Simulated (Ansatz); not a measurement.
**Si2Ni: a tetragonal deformation path**

One table from this session's results is given with a row withheld; the runs are named, their logs left out.

The COD entry's cell or inner coordinates are ideal or old and differ from later refinements, so a difference from it is no clean test against experiment.

Method: DFT PBE, scalar-relativistic, plane waves, PAW, in Ansatz 0.2.0.

1 further run of the same task is left out (set aside as unsound or not needed).

## Starting point

It takes space group Fm-3m (No. 225, cubic). Conventional cell: a = 5.447 Å, b = 5.447 Å, c = 5.447 Å, α = 90.00°, β = 90.00°, γ = 90.00°. Si (site symmetry -43m) is surrounded by 4 Ni at 2.36 Å. Ni (site symmetry m-3m) is surrounded by 8 Si at 2.36 Å.

Structure file:

```cif
data_structure
_symmetry_space_group_name_H-M 'Fm-3m'
_symmetry_Int_Tables_number 225
_cell_length_a 5.4468
_cell_length_b 5.4468
_cell_length_c 5.4468
_cell_angle_alpha 90.000
_cell_angle_beta 90.000
_cell_angle_gamma 90.000
_cell_volume 161.60
loop_
_atom_site_label
_atom_site_type_symbol
_atom_site_symmetry_multiplicity
_atom_site_Wyckoff_symbol
_atom_site_fract_x
_atom_site_fract_y
_atom_site_fract_z
_atom_site_occupancy
Si1 Si 8 c 0.25000 0.75000 0.75000 1
Ni1 Ni 4 a 0.00000 0.00000 0.00000 1
```

It is the result of an earlier relaxation at this level (volume 13.47 Å³/atom; gap on the mesh: none (metal)).

The first run:

The input, input.yaml:

```yaml
crystal:
  lattice:
    - [0.0, 2.7234129004, 2.7234129004]
    - [2.7234129004, 0.0, 2.7234129004]
    - [2.7234129004, 2.7234129004, 0.0]
  atoms:
    - { symbol: Si, position: [0.25, 0.25, 0.25] }
    - { symbol: Si, position: [0.75, 0.75, 0.75] }
    - { symbol: Ni, position: [0.0, 0.0, 0.0] }
basis:
  ecutwfc: 420
kpoints:
  mp_grid: { grid: [16, 16, 16] }
hamiltonian:
  xc: pbe
scf:
  occupations: { method: gaussian, width: 0.15 }
output:
  forces: true
  stress: true
  eigenvalues: true
```

The run is started by

```sh
> ansatz run input.yaml --threads 1 --pin off --max-ram 2560MiB --backend cpu --events-out ev --progress --plain --runs-dir out
```

Among the steps run: The undisturbed cell; At ρ = 0.707; ρ = 1.414; At ρ = 0.850; Point ρ = 1.200; ρ = 0.780; At ρ = 1.300; At ρ = 0.920; Point ρ = 1.100; ρ = 0.650; At ρ = 1.500; ρ = 0.960; Point ρ = 1.050.

One table of the session follows, with a row left open; its other results are not shown here.

The scan, with free energies counted from the undisturbed cell:

| ρ | ΔE (meV/atom) | pressure (GPa) |
| --- | --- | --- |
| 0.650 | 792.7 | 20.2 |
| 0.707 | 416.0 | 10.2 |
| 0.780 | 156.8 | 3.1 |
| 0.850 | 49.5 | 0.5 |
| 0.920 | ? | ? |
| 0.960 | 2.3 | -0.1 |
| 1.000 | 0.0 | -0.1 |
| 1.050 | 3.4 | -0.1 |
| 1.100 | 14.4 | 0.0 |
| 1.200 | 58.5 | 1.0 |
| 1.300 | 129.4 | 2.6 |
| 1.414 | 236.2 | 4.9 |
| 1.500 | 330.5 | 6.9 |

**Question.** Estimate the row for ρ = 0.920.

Worked estimate for «ΔE (meV/atom)». A straight line through the neighbours (0.850, 49.5) and (0.960, 2.3) gives 49.5 + (2.3 − 49.5) × (0.920 − 0.850) / (0.960 − 0.850) = 19.5; a parabola fitted to 4 rows on both sides gives 2.8.

The run gave: ΔE (meV/atom): 10.6; pressure (GPa): -0.1. In «ΔE (meV/atom)» the line misses by +8.9 and the parabola by -7.8.

To keep in mind: The final runs have no spin polarisation, so no magnetic state was tried and one may lie lower.
